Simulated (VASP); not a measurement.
Set up this calculation in VASP 6.6.1, as the native input.

```yaml
Task: single point
Functional: r2SCAN
Potentials_or_basis: VASP PAW PBE potentials, release 64 (Ca_sv)
Cutoff: 520 eV
k_mesh: 6 × 6 × 6
Occupations: gaussian, width 0.1 eV
Spin: no spin polarisation
Dipole_correction: no
Further_INCAR_settings: ALGO = Normal; EDIFF = 1e-06; NBANDS = 11
```

Ca:

```
Ca
1.0
     3.56744    0.00000    0.00000
     0.00000    3.56744    0.00000
     0.00000    0.00000    3.56744
Ca
1
Direct
  0.00000 0.00000 0.00000
```

The cell was built by a generator and needn't be a form met in nature.

One way to write it, as run:

POSCAR

```
Ca
1.0
    3.5674401340      0.0000000000      0.0000000000
    0.0000000000      3.5674401340      0.0000000000
    0.0000000000      0.0000000000      3.5674401340
Ca
1
Direct
    0.0000000000      0.0000000000      0.0000000000
```

INCAR.step1

```
ALGO = Normal
EDIFF = 1E-4
ENCUT = 520
GGA = PE
ISMEAR = 0
LASPH = T
LCHARG = F
LREAL = F
LWAVE = T
NBANDS = 11
NELM = 100
PREC = Accurate
SIGMA = 0.1
```

INCAR.step2

```
ALGO = Normal
EDIFF = 1E-6
ENCUT = 520
ISIF = 2
ISMEAR = 0
ISTART = 1
LASPH = T
LCHARG = F
LMIXTAU = T
LREAL = F
LWAVE = F
METAGGA = R2SCAN
NBANDS = 11
NELM = 100
PREC = Accurate
SIGMA = 0.1
```

KPOINTS

```
k-points
0
Gamma
  6 6 6
```

Potentials or basis: VASP PAW PBE potentials, release 64 (Ca_sv).

Command:

```bash
$ cat potpaw_PBE.64/Ca_sv/POTCAR > POTCAR
$ cp INCAR.step1 INCAR
$ mpirun -np 1 vasp_std > vasp.out
$ cp INCAR.step2 INCAR
$ mpirun -np 1 vasp_std > vasp.out
```

It gave:

```json
{"Pressure": "-0.3 GPa", "Band gap on the k mesh": "none (metal or under the smearing width)"}
```

Caveat: the PAW data sets were made with another functional, which shifts forces and pressure a little.

Run time: 28 s on 1 thread of Intel(R) Xeon(R) Platinum 8259CL CPU @ 2.50GHz (Skylake/Cascade Lake) (shared host), peak memory 0.16 GiB.
